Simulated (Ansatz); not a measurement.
Ansatz input

```yaml
crystal:
  lattice:
    - [1.7150102462, 0.0, 0.0]
    - [-0.8575051231, 1.4852424409, 0.0]
    - [0.0, 0.0, 9.1588010579]
  atoms:
    - { symbol: B, position: [0.3333333333, 0.6666666667, 0.25] }
    - { symbol: B, position: [0.6666666667, 0.3333333333, 0.75] }
hamiltonian:
  xc: hse06
  pseudopotentials:
    kind: paw
    azcp:
      B: "pseudopotentials/B.paw.azcp"
basis:
  ecutwfc: 420
  fft_grid_basis: typed
kpoints:
  mp_grid: { grid: [11, 11, 2], shift: [0, 0, 0] }
magnetization:
  spin_polarized: false
scf:
  occupations: { method: fermi_dirac, width: 0.1 }
```

and its output:

```
Engine: ansatz 0.2.0, x86_64-unknown-linux-gnu
Pseudopotentials: kind: paw
Pseudopotential: B, paw, valence charge 3, recommended cutoff 420 eV (normal) 
Functional definition: HSE06
  parameter a = 0.25
  parameter omega = 0.11/bohr
  exchange = pbe_x - a*pbe_x_sr(omega) + a*exact_x_sr(omega)
  correlation = pbe_c
Crystal: 2 atoms, lattice volume = 23.329 Å³
Basis set: ecut = 420 eV, 445 PW (Γ)
Bands: 7, of which v1, the nominal top of the filled ones, is band 3 counted from 1 (2 counted from 0)
Symmetry: 24 space group operations
Space group: P63/mmc (ITA 194), of the structure as read, at distance tolerance 2.9e-5 Å
k-points: 32 of 242
Non-local potential: B, projectors of the file, l = 0: 2, l = 1: 2, l = 2: 1
PAW form: soft (Blöchl's): semilocal exchange-correlation on the pseudo side does not see the compensation charge
PAW frozen core: B, regenerated for the run's functional, and the local potential with it (the file was generated under x = pbe(κ = 0.804, μ = 0.2195149727645171), c = pbe(β = 0.06672455060314922))
PAW one-centre angular grid: B, 110 points (default); XC on 64 Gauss nodes
Initial density: superposition of atomic densities (neutral atoms: chi_scale 0, normalization atom), corrected by the library's trained network
Initial wavefunctions: pseudopotential atomic-orbital guess
Functional: x = pbe(κ = 0.804, μ = 0.2195149727645171), c = pbe(β = 0.06672455060314922), warm-up for x = pbe(κ = 0.804, μ = 0.2195149727645171) + 0.25 (exact − pbe) at short range (hse, ω = 0.20786987370883472 Å⁻¹), c = pbe(β = 0.06672455060314922); HSE06 as pw.x's `hse` composes it (authors' and Libxc's form: `xc: wpbeh`)
SCF iter   1: F=—  HF=-310.515789 eV  |F-HF|=—  |Δ(HF+E_count)|=         —  Δρ=1.96e-2  dr2=1.10e-1  ethr=1.77e-3  ⟨swp⟩=7.2  Hψ=1104  notcnv=0
iter 2 solved again at ethr=1.68e-4 eV; its pass at ethr=1.77e-3 eV (dr2=1.01e-2 eV) is discarded
SCF iter   2: F=—  HF=-310.473276 eV  |F-HF|=—  |Δ(HF+E_count)|=   4.25e-2  Δρ=7.70e-3  dr2=9.99e-3  ethr=1.68e-4  ⟨swp⟩=2.1  Hψ=818  notcnv=0
SCF iter   3: F=—  HF=-310.471053 eV  |F-HF|=—  |Δ(HF+E_count)|=   2.22e-3  Δρ=1.65e-3  dr2=3.37e-4  ethr=1.66e-4  ⟨swp⟩=2.4  Hψ=424  notcnv=0  defer=1
SCF iter   4: F=—  HF=-310.471137 eV  |F-HF|=—  |Δ(HF+E_count)|=   8.48e-5  Δρ=6.45e-5  dr2=3.99e-7  ethr=5.61e-6  ⟨swp⟩=2.7  Hψ=402  notcnv=0
SCF iter   5: F=—  HF=-310.471139 eV  |F-HF|=—  |Δ(HF+E_count)|=   1.37e-6  Δρ=1.60e-5  dr2=3.53e-8  ethr=6.65e-9  ⟨swp⟩=3.4  Hψ=445  notcnv=0
SCF iter   6: F=—  HF=-310.471139 eV  |F-HF|=—  |Δ(HF+E_count)|=   6.17e-8  Δρ=3.02e-6  dr2=1.99e-9  ethr=5.88e-10  ⟨swp⟩=2.9  Hψ=397  notcnv=0
SCF iter   7: F=-310.471139 eV  HF=-310.471139 eV  |F-HF|=5.37e-11  |Δ(HF+E_count)|=  6.64e-10  Δρ=6.93e-7  dr2=1.02e-10  ethr=3.32e-11  ⟨swp⟩=2.1  Hψ=329  notcnv=0
SCF 1 converged in 7 iterations: F = -310.471139 eV  dr2 = 1.02e-10
Initial density: handed on by an earlier stage of this run
Initial wavefunctions: those handed on with the density
Functional: x = pbe(κ = 0.804, μ = 0.2195149727645171) + 0.25 (exact − pbe) at short range (hse, ω = 0.20786987370883472 Å⁻¹), c = pbe(β = 0.06672455060314922); HSE06 as pw.x's `hse` composes it (authors' and Libxc's form: `xc: wpbeh`)
Exchange kernel: α = 0.2500, screened, ω = 0.2079 Å⁻¹, Wigner–Seitz truncation, v(0) = 1042.8915 eV·Å³, q-mesh 11×11×2, nearest image of the exchange supercell L = 18.32 Å, pair-density grid 9×9×40, without the augmentation charges, whose exchange is taken in its separable form by FFT convolution over the k-point mesh (sized by the pseudopotential files, 10×10×64 at the most), smooth part of the exact exchange by density-matrix convolution
Frozen-core exchange: fock
iter 1 solved again at ethr=6.38e-5 eV; its pass at ethr=1.00e-1 eV (dr2=3.83e-3 eV) is discarded
SCF iter   1: F=—  HF=-310.474482 eV  |F-HF|=—  |Δ(HF+E_count)|=         —  Δρ=4.32e-3  dr2=4.64e-3  ethr=6.38e-5  ⟨swp⟩=4.7  Hψ=1132  notcnv=0
SCF iter   2: F=—  HF=-310.472387 eV  |F-HF|=—  |Δ(HF+E_count)|=   2.10e-3  Δρ=1.73e-3  dr2=4.80e-4  ethr=6.38e-5  ⟨swp⟩=2.4  Hψ=341  notcnv=0
SCF iter   3: F=—  HF=-310.472980 eV  |F-HF|=—  |Δ(HF+E_count)|=   5.93e-4  Δρ=5.09e-4  dr2=3.96e-5  ethr=7.31e-6  ⟨swp⟩=2.1  Hψ=334  notcnv=0
SCF iter   4: F=-310.472960 eV  HF=-310.472961 eV  |F-HF|=2.67e-7  |Δ(HF+E_count)|=   1.91e-5  Δρ=7.88e-5  dr2=8.36e-7  ethr=6.39e-7  ⟨swp⟩=2.7  Hψ=368  notcnv=0
SCF 2 stopped early in 4 iterations: F = -310.472960 eV  dr2 = 8.36e-7
hybrid outer 1: dexx = +8.947e-4 eV, tail = 3.31e-6 eV
Exchange kernel: α = 0.2500, screened, ω = 0.2079 Å⁻¹, Wigner–Seitz truncation, v(0) = 1042.8915 eV·Å³, q-mesh 11×11×2, nearest image of the exchange supercell L = 18.32 Å, pair-density grid 9×9×40, without the augmentation charges, whose exchange is taken in its separable form by FFT convolution over the k-point mesh (sized by the pseudopotential files, 10×10×64 at the most), smooth part of the exact exchange by density-matrix convolution
Frozen-core exchange: fock
SCF iter   1: F=—  HF=-310.472974 eV  |F-HF|=—  |Δ(HF+E_count)|=         —  Δρ=1.48e-5  dr2=3.33e-8  ethr=2.76e-7  ⟨swp⟩=5.4  Hψ=763  notcnv=0
iter 2 solved again at ethr=2.07e-11 eV; its pass at ethr=5.44e-10 eV (dr2=1.24e-9 eV) is discarded
SCF iter   2: F=-310.472974 eV  HF=-310.472974 eV  |F-HF|=1.39e-9  |Δ(HF+E_count)|=  1.98e-10  Δρ=4.14e-6  dr2=1.80e-9  ethr=2.07e-11  ⟨swp⟩=2.2  Hψ=799  notcnv=0  defer=2
SCF 3 converged in 2 iterations: F = -310.472974 eV  dr2 = 1.80e-9
hybrid outer 2: dexx = +1.191e-8 eV, tail = 4.27e-9 eV, Δε = 1.58e-3 eV (about 8.13e-5 eV left of the loop's levels)
hybrid SCF converged: 2 outer / 6 inner (+7 warm-up), last move |dexx| = 1.19e-8 eV, tail = 4.27e-9 eV
Stability not checked: this state was not tested for a lower state beside it, because the functional holds exact exchange (a hybrid, or Hartree-Fock), whose exchange loop this test does not read (fock_operator; see scf.lower_state_search)
Free energy (F): -310.472974 eV
Frozen-core exchange: fock
Harris-Foulkes:  -310.472974 eV  (|F-HF|=1.39e-9)
Internal energy: -310.467396 eV  (E = F + TS)
E sigma→0 (E₀):  -310.470185 eV
Entropy (-TS):   -0.005578 eV (-2.789 meV/atom)
Fermi energy:    4.862117 eV
--- Per-component energies (eV) ---
  E_band       = -26.863448
  E_kinetic    = 100.703362
  E_local      = -211.386237  (includes V_loc(G=0)·N_el)
  E_nonlocal   = 20.420269
  E_hartree    = 75.337146
  E_xc         = -52.407380
  E_vxc        = -61.467320  (∫ρ·V_xc dr)
  E_exx        = -10.384268  (= α·E_x^exact, valence–valence)
  E_paw        = -158.320275  (= ΣΔE_a)
  E_vpaw       = -5.039204  (= ΣTr[D̂ρ^β])
  E_aug_tail   = -0.000006  (compensation charges beyond the density's cutoff)
  E_ewald      = -74.404895
  E_core_change = -0.025113  (= ΣΔE_core)
  E_smearing   = -0.005578  (= −TS)
  E_closure    = -0.000000  (closes the sum)
  Σ components = -310.472974   (vs F -310.472974, Δ=-5.68e-14)
--- Band table (eV; the first three rows and the last of 32) ---
  k-point 0: bands = ["-13.8427", "-13.7983", "-3.7203", "-3.2320", "7.4490"]
  k-point 1: bands = ["-13.8207", "-13.8207", "-3.4857", "-3.4857", "8.7310"]
  k-point 2: bands = ["-13.4237", "-13.3813", "-3.1131", "-2.6256", "7.9660"]
  k-point 31: bands = ["-0.4775", "-0.4775", "3.6613", "3.6613", "14.5788"]
  guard bands above this table: 2 of the run's 7 bands. The solve was not asked for them (output.publish_guard_bands: true or output.eigenvalues: true publishes all)
```

Launched by

```sh
ansatz run input.yaml --threads 4 --pin off --max-ram 8192MiB --backend cpu --events-out ev --progress --plain --runs-dir out
```

On 4 threads of Intel(R) Xeon(R) Platinum 8375C CPU @ 2.90GHz (Ice Lake) (shared host) this took about 2 s of wall time and 5.7 s of CPU time, with 0.67 GiB at the peak.
